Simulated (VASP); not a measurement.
Set up this calculation in VASP 6.6.1, as the native input.

| Property | Result |
| --- | --- |
| Task | single point |
| Functional | PBE |
| Potentials or basis | VASP PAW PBE potentials, release 64 (V_sv) |
| Cutoff | 520 eV |
| k mesh | 12 × 12 × 6 |
| Occupations | fermi-dirac, width 0.05 eV |
| Spin | collinear spin, ferromagnetic start |
| Starting moments | [2.0, 2.0] μB |
| Further INCAR settings | ALGO = Normal; EDIFF = 1e-07; NBANDS = 24 |

The structure of V lies in POSCAR:

```
V
1.0
    2.6042941027      0.0000000000      0.0000000000
   -1.3021470513      2.2553848518      0.0000000000
    0.0000000000      0.0000000000      4.7233360000
V
2
Direct
    0.3373900000      0.6680620000      0.2482820000
    0.6640850000      0.3352850000      0.7423180000
```

This isn't the form of V at room conditions, which is bcc.

The cell isn't the ideal one: atoms moved at random, drawn with an rms of 0.05 Å.

The input as run:

INCAR

```
SYSTEM = V
  PREC = Accurate
  ENCUT = 520
  EDIFF = 1E-7
  ISMEAR = -1
  SIGMA = 0.05
  LREAL = .FALSE.
  LASPH = .TRUE.
  NELM = 150
  ALGO = Normal
  ISIF = 2
  LWAVE = .FALSE.
  LCHARG = .FALSE.
  ISPIN = 2
  MAGMOM = 2 2
  LORBIT = 11
  LMAXMIX = 4
  GGA = PE
  NBANDS = 24
```

KPOINTS

```
Automatic mesh
0
G
  12 12 6
  0 0 0
```

Potentials or basis: VASP PAW PBE potentials, release 64 (V_sv).

Run with:

```bash
$ cat potpaw_PBE.64/V_sv/POTCAR > POTCAR
$ mpirun -np 1 vasp_std > vasp.out
```

It gave:

```json
{
 "Pressure": "-0.3 GPa",
 "Largest force": "0.272 eV/Å",
 "Band gap on the k mesh": "none (metal or under the smearing width)",
 "Net moment": "0.00 μB per cell",
 "Valence electrons inside the program's atomic spheres": "V 11.63"
}
```

It took 5.6 min on 1 thread of Intel(R) Xeon(R) Platinum 8488C (Sapphire Rapids) (shared host), peak memory 0.46 GiB.
